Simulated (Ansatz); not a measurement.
SrO:

```
Sr O
1.0
     0.00000    2.56630    2.56630
     2.56630    0.00000    2.56630
     2.56630    2.56630    0.00000
Sr O
1 1
Direct
  0.50000 0.50000 0.50000
  0.00000 0.00000 0.00000
```

```yaml
Program: Ansatz 0.2.0
Task: relaxation of cell and atoms
Functional: HF
Potentials_or_basis: Ansatz PAW
Cutoff: "420 eV (not typed: the program's choice for these potentials)"
k_mesh: 5 × 5 × 5
Occupations: fermi-dirac, width 0.05 eV
Spin: no spin polarisation
```

At the start: volume 16.90 Å³/atom.

Q: How do energy, volume and symmetry change on relaxing?

A: It ends after 6 steps and the volume is 17.80 Å³/atom (+5.3 %); space group Fm-3m (No. 225, to 0.05 Å).

Step by step:
```tsv
step	energy change (eV)	largest force (eV/Å)	volume (Å³)
1	0.0000	0.0000	33.80
2	-0.0262	0.0000	35.70
3	-0.0265	0.0000	35.56
4	-0.0287	0.0000	35.56
5	-0.0287	0.0000	35.60
6	-0.0287	0.0000	35.60
```

Final structure:
```xyz
2
Lattice="0.0000 2.6109 2.6109 2.6109 0.0000 2.6109 2.6109 2.6109 0.0000" Properties=species:S:1:pos:R:3 pbc="T T T"
Sr    2.6109    2.6109    2.6109
O     0.0000    0.0000    0.0000
```

Caveat: the k mesh is coarse (spacing up to 0.42 Å⁻¹), so the values aren't converged, least of all with exact exchange; the plane-wave basis is chosen anew once the cell has moved, so the energies of steps on either side of that aren't comparable; the PAW data sets come from PBE, with cores solved anew for the run's functional, which leaves a small shift of forces and pressure.
